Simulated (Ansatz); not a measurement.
# WS2: H interstitial

All numbers below come from DFT PBE, scalar-relativistic, plane waves, PAW (Ansatz). Settings: 420 eV cutoff, 2×2×2 k-mesh, shifted by half a step, Gaussian smearing of 0.01 eV, collinear spin in charge 0 alone.

Host crystal, relaxed:

```
CELL_PARAMETERS angstrom
1.59387 0.92022 7.47445
-1.59387 0.92022 7.47445
0.00000 -1.84045 7.47445
ATOMIC_POSITIONS crystal
W 0.00068 0.00068 0.00068
S 0.40407 0.40407 0.40407
S 0.26395 0.26395 0.26395
```

Supercell of 48 atoms, rows in host cell vectors: 1 1 -3; 1 -3 1; -3 1 1. Atoms relax at the host's cell, keeping the symmetry that the supercell leaves at the site. The cell is small, so energies carry finite-size errors of tenths of an eV. The host's Kohn–Sham gap is 1.64 eV. Atoms are taken from and returned to the elements' standard states. Charged cells are corrected for image charges with the computed static dielectric tensor (mean 8.8) and aligned with the host's potential at far atoms (alignment terms reach 0.13 eV). No band-filling term is added, and the Fermi level counts from the host's valence band top.

Spin-orbit coupling is left out, which matters for the bands and energies of heavy elements.

Defect: H interstitial set at (0.812, 0.844, 0.844) of the host cell. In charges +1, 0, -1 some atom moved by up to 2.3 Å, so the relaxed defect can differ in kind from the start. Before relaxation its nearest neighbours are 2 S at 2.81 Å, 1 S at 2.82 Å, 3 S at 2.87 Å.

| charge | E_f at the valence band top (eV) | over the neutral state (eV) | moment (μB) | largest move (Å) | atoms near the site |
| --- | --- | --- | --- | --- | --- |
| +1 | 1.21 | -0.92 | 0.00 | 2.35 | 2 S at 1.76 Å, 1 W at 1.83 Å, 1 S at 2.33 Å, 1 S at 3.29 Å, 2 W at 3.36 Å |
| 0 | 2.13 | 0.00 | 1.00 | 1.30 | 2 S at 1.79 Å, 1 S at 2.54 Å, 1 W at 2.86 Å, 2 W at 3.29 Å, 1 S at 3.31 Å |
| -1 | 3.29 | 1.16 | 0.00 | 1.14 | 2 S at 1.85 Å, 1 S at 2.40 Å, 1 W at 3.00 Å, 2 W at 3.28 Å, 1 S at 3.51 Å |

Among the charges computed the stable one is +1 at the valence band top, changing to 0 at 0.92 eV, changing to -1 at 1.16 eV. Other sites of the defect weren't tried.